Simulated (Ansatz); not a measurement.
Base system: Li₃N (space group P6/mmm, No. 191; a = 3.6071 Å, c = 3.8446 Å).

Computed with DFT with PBEsol, PAW potentials and a 420 eV plane-wave cutoff in Ansatz (a quantum-chemistry and plane-wave program), no spin-orbit coupling.

One change was made to it. Results:

```json
[
 {"quantity": "band gap", "base": "1.09 eV", "after": "1.06 eV"},
 {"quantity": "volume per atom", "base": "10.83 Å³", "after": "9.69 Å³"},
 {"quantity": "width of the top valence band", "base": "1.08 eV", "after": "1.18 eV"},
 {"quantity": "gap character", "base": "indirect, A → Γ", "after": "indirect, A → L"}
]
```

### Question
Which change produced these results?
A. pressure 1.5 GPa
B. pressure −2 GPa
C. pressure 7.5 GPa
D. pressure 0.7 GPa

### Answer
C, pressure 7.5 GPa. For comparison, the band gap in the other runs: pressure −2 GPa gives 0.98 eV; pressure 1.5 GPa gives 1.10 eV; pressure 0.7 GPa gives 1.11 eV.

Load acts through the strain it causes; cell and atoms are relaxed under it. Whether these cells are dynamically stable was not tested. Competing high-pressure phases were not computed.
